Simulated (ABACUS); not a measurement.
Here is an ABACUS 3.10.1 calculation.

The input INPUT:

```
INPUT_PARAMETERS
suffix              MoS2
calculation         scf
basis_type          pw
pseudo_dir          ./
symmetry            1
dft_functional      pbesol
ecutwfc             81
pseudo_rcut         7
nspin               1
nbands              32
ks_solver           dav
smearing_method     fd
smearing_sigma      0.00367493
scf_thr             1e-08
scf_nmax            100
mixing_type         broyden
mixing_beta         0.7
cal_force           1
cal_stress          1
kpar                4
```

File STRU:

```
ATOMIC_SPECIES
Mo 95.9500 Mo.upf
S 32.0600 S.upf

LATTICE_CONSTANT
1.8897261246

LATTICE_VECTORS
3.1690000000 0.0000000000 0.0000000000
-1.5845000000 2.7444345046 0.0000000000
0.0000000000 0.0000000000 12.3240000000

ATOMIC_POSITIONS
Direct

Mo
0.0
2
0.6827430000 0.3398180000 0.7520050000 1 1 1
0.3392490000 0.6523370000 0.2513720000 1 1 1

S
0.0
4
0.6668130000 0.3413290000 0.3788180000 1 1 1
0.3283820000 0.6473120000 0.8791640000 1 1 1
0.6719700000 0.3412700000 0.1236710000 1 1 1
0.3459790000 0.6701320000 0.6228060000 1 1 1
```

Contents of KPT:

```
K_POINTS
0
Gamma
10 10 3 0 0 0
```

Potentials or basis: PseudoDojo NC SR 0.4.1 PBEsol standard, plane waves.

The run is started by

```sh
$ OMP_NUM_THREADS=1 mpirun -np 4 abacus > log
```

Question: Predict the largest force.

Answer: 1.483 eV/Å.

Question: Predict the band gap on the k mesh.

Answer: 0.86 eV, indirect (least direct gap 1.74 eV).

Forces in eV/Å, atoms in the order of the input:
```
Mo  -0.325 -0.752 -0.416
Mo  -0.900  1.178 -0.054
S    0.535 -0.594 -0.338
S    0.264  0.645 -0.328
S    0.369 -0.583  0.399
S    0.058  0.107  0.736
```

Caveat: there are fewer bands than atomic start orbitals, so a level may be missed at k points of high symmetry; an odd mesh through Γ misses points on the zone boundary, where band edges often lie.
